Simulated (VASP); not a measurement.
From VASP inputs to Ansatz: CuI (rocksalt)

INCAR

```
EDIFFG = -5E-3
SIGMA = 0.02
ISMEAR = -1
ENCUT = 600
IBRION = 2
LREAL = .FALSE.
LWAVE = .FALSE.
NELM = 120
PREC = Accurate
LCHARG = .FALSE.
ISIF = 3
NBANDS = 16
GGA = PE
EDIFF = 1E-7
NSW = 40
LASPH = .TRUE.
```

KPOINTS

```
KPOINTS created by Atomic Simulation Environment
0
Gamma
8 8 8
0 0 0
```

POSCAR

```
Cu I
 1.0000000000000000
     0.0000000000000000    2.8265120000000001    2.8265120000000001
     2.8265120000000001    0.0000000000000000    2.8265120000000001
     2.8265120000000001    2.8265120000000001    0.0000000000000000
 Cu  I
   1   1
Cartesian
  0.0000000000000000  0.0000000000000000  0.0000000000000000
  2.8265120000000001  2.8265120000000001  2.8265120000000001
```

VASP ran with the recommended PBE PAW datasets (18 valence electrons in the cell).

Q: Write an Ansatz input for this cell and level of theory.

A: 

```yaml
crystal:
  lattice:
    - [0.0, 2.826512, 2.826512]
    - [2.826512, 0.0, 2.826512]
    - [2.826512, 2.826512, 0.0]
  atoms:
    - { symbol: Cu, position: [0.0, 0.0, 0.0] }
    - { symbol: I, position: [0.5, 0.5, 0.5] }
kpoints:
  mp_grid: { grid: [8, 8, 8] }
hamiltonian:
  xc: pbe
scf:
  occupations: { method: fermi_dirac, width: 0.02 }
relax:
  f_tol: 0.005
  cell: {}
```

Other inputs would serve too.

```csv
,VASP,Ansatz
relaxed cell vector lengths,"4.059, 4.059, 4.059 Å","4.059, 4.059, 4.059 Å"
relaxed cell volume,47.30 Å³,47.29 Å³
```

Each program uses its own PAW datasets. VASP's cell holds 18 valence electrons and Ansatz's 36.
